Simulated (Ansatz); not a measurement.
## PtSe2

Method: r²SCAN, scalar-relativistic; no spin polarisation; PAW, 500 eV, 8×8×4 k-mesh, Gaussian smearing of 0.05 eV; code Ansatz. The datasets are Ansatz's generated set soft_2.

```xyz
3
Lattice="3.7166 0.0000 0.0000 -1.8583 3.2187 0.0000 0.0000 0.0000 5.8297" Properties=species:S:1:pos:R:3 pbc="T T T"
Pt    0.0000    0.0000    0.0000
Se    0.0000    2.1458    1.3115
Se    1.8583    1.0729    4.5182
```

The chain of runs began from a cell as deposited in COD, expanded in volume. Of that entry: the entry's cell lengths or inner coordinates differ somewhat from later room-temperature determinations. The relaxation kept the space group but changed the cell's proportions, one axis by 10 % at equal volume, so the results may not describe the measured structure. The database's entry of this formula in the relaxed cell's space group, P-3m1, has axes of 3.728 × 3.728 × 5.031 Å and 20.18 Å³/atom (1965), the relaxed one 3.717 × 3.717 × 5.830 Å and 23.25.

The cell is relaxed to zero pressure at this level.

The cell has space group P-3m1 (read at 0.01 Å). In it the stress is 0.02, 0.02, 0.04, 0.00, 0.00, 0.00 GPa and the largest force component 0.000 eV/Å. Each change below starts from this cell, without further relaxation. Stress is in GPa, positive in compression, in the order xx, yy, zz, yz, xz, xy; energies are counted from the cell above.

**Question.** What happens when atom 1 (Pt) is moved by 0.05 Å along x?

**Answer.** The energy changes by 19.0 meV per cell, and the force on it along the shift is -0.759 eV/Å (−F/u = 15.18 eV/Å²). Stress: 0.22, 0.12, 0.14, -0.10, 0.00, 0.00.
```
atom  Fx (eV/Å)      Fy      Fz
 Pt1     -0.759   0.000   0.000
 Se2      0.379  -0.016   0.020
 Se3      0.379   0.016  -0.020
```
In a harmonic crystal the energy would rise by −½F·u = ½ × 15.18 × 0.05² eV = 19.0 meV, which matches.

**Question.** What stress follows from an engineering strain of 2 % in yz, atoms carried along?

**Answer.** 0.83, -0.67, 0.08, -1.46, 0.00, 0.00 GPa; the energy changes by 6.4 meV per cell. The gap on the mesh goes from 0.66 eV to 0.59 eV.
| atom | Fx (eV/Å) | Fy | Fz |
| --- | --- | --- | --- |
| Pt1 | 0.000 | 0.000 | 0.000 |
| Se2 | 0.000 | -0.227 | 0.008 |
| Se3 | 0.000 | 0.227 | -0.008 |
The change of the stress over the strain gives a clamped-atom stiffness of about 73 GPa for this component.
In a harmonic crystal the energy would rise by V(½Cε² − σ₀ε), with σ₀ the stress of the unstrained cell, = 6.4 meV, which matches.

**Question.** All atoms and the cell are disturbed at random:
```xyz
3
Lattice="3.6874 0.0340 0.0303 -1.8142 3.2354 -0.0430 0.0475 -0.0505 5.8323" Properties=species:S:1:pos:R:3 pbc="T T T"
Pt   -0.0739   -0.1203    0.0163
Se   -0.0054    2.1110    1.2914
Se    2.0000    1.2283    4.5119
```
Give the energy change, the stress and the forces.

**Answer.** 479.9 meV per cell; stress -0.06, 5.48, 2.49, 7.20, 1.07, -1.47 GPa. The gap on the mesh goes from 0.66 eV to 0.40 eV.
```tsv
atom	Fx (eV/Å)	Fy	Fz
Pt1	1.036	2.998	0.494
Se2	-0.337	-0.297	0.206
Se3	-0.700	-2.701	-0.700
```

Semilocal functionals underestimate band gaps, commonly by a third or more. No spin–orbit coupling, a notable omission for heavy elements. The structure is built of weakly bound layers, and this functional has no dispersion term, so their spacing and all that hangs on it (volume, the soft elastic constants, low modes, dielectric constants) are poorly given.
